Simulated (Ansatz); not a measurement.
**The polar optical mode of BP at 50 GPa, worked through**

These are results of DFT PBEsol, scalar-relativistic, plane waves, PAW (Ansatz 0.2.0), not measurements. Settings: 420 eV plane-wave cutoff, Γ-centred 12×12×12 mesh, fixed occupations. No spin polarisation. Phonons by linear response, acoustic sum rule imposed.

The cell, relaxed at 50 GPa:
```yaml
crystal:
  lattice:
    - [0.00000, 2.11248, 2.11248]
    - [2.11248, 0.00000, 2.11248]
    - [2.11248, 2.11248, 0.00000]
  atoms:
    - { symbol: B, position: [0.00000, 0.00000, 0.00000] }
    - { symbol: P, position: [0.75000, 0.75000, 0.75000] }
```

Other phases may be more stable at this pressure. The bands were filled as in an insulator; under compression the gap may have closed between mesh points.

Linear response gives ν_TO = 989.6 cm⁻¹, Born charges ±1.243 e (positive on P) and ε∞ = 9.317. The primitive cell holds 18.854 Å³, and the masses are 10.810 and 30.974 amu.

Question: Find ν_LO and the static dielectric constant.

Answer: The long-wave field adds a restoring force: ω_LO² − ω_TO² = Z*²e²/(ε_vac ε∞ μV). In these units ν_LO² − ν_TO² = 4.92064×10⁷ Z*²/(μ V ε∞) cm⁻², with μ = m₁m₂/(m₁ + m₂) = 8.013 amu: 54036 cm⁻². So ν_LO = √(989.6² + 54036) = 1016.5 cm⁻¹, and the run gives 1016.5. Lyddane–Sachs–Teller then gives ε0 = ε∞ (ν_LO/ν_TO)² = 9.83, against 9.83 in the run (it forms both from the same three quantities, so the match checks the arithmetic only). Between ν_TO and ν_LO the dielectric function is negative and an undamped crystal reflects fully: a reststrahlen band from 9.8 to 10.1 μm.

Question: What do the Clausius–Mossotti polarisability and the Szigeti charge come to?

Answer: With the Lorentz local field, α = (3V/4π)(ε∞ − 1)/(ε∞ + 2) = 3.31 Å³ for the pair, and e_S = 3Z*/(ε∞ + 2) = 0.33 e. The Born charge includes the electrons' response to the dipole's own local field, and e_S takes that enhancement out. The Lorentz field assumes point-like polarisable ions, a poor picture once ε∞ is this large, since the electron clouds then overlap or are shared, so both numbers are formal here.

Question: How strongly does a slow electron couple to the LO mode?

Answer: For one isotropic parabolic band, Fröhlich's constant is α_F = (1/ε∞ − 1/ε0) √(m* Ry/ħω_LO), with Ry = 13.606 eV, ħω_LO = 126.0 meV and m* in free-electron masses: α_F = 0.0056 × 10.39 × √m* = 0.06 √m*. The band mass isn't part of this run; for m* = 0.1, 0.3 and 1 it gives 0.02, 0.03, 0.06. In weak coupling the polaron lies α_F ħω_LO below the band edge (4 meV at m* = 0.3) with a mass m*(1 + α_F/6); past α_F of about 5 or 6 that expansion fails. A semilocal functional's ε∞ tends to be too large, which taken alone lowers α_F.

Cost: 1 run of about 1.1 core-minutes, on Intel Xeon Processor @ 2.50GHz (Skylake/Cascade Lake) (shared hosts).

The polar response of BP is weak here because the bond is stiff, not because the dynamical charge vanishes. The lattice part of the static dielectric constant scales as the squared Born charge over the force constant. A charge of ±1.243 e working against strong, directional sp³ bonds therefore raises the constant only from 9.317 to 9.83. The light boron atom helps push the mode up to 989.6 cm⁻¹, but the masses cancel from this static contribution.

The positive sign on P runs against the usual electronegativity order, yet it fits the known inverted polarity of BP. Boron's 2p shell has no p core beneath it and is compact and attractive, so the bond charge probably follows boron as the sublattices move. A Born charge measures this charge flow and isn't a static ionic charge, so it doesn't establish a B⁻P⁺ ionic picture.

The small Fröhlich constant argues against a large polaron effect from this mode, but it doesn't imply high mobility, since deformation-potential and intervalley scattering remain open.
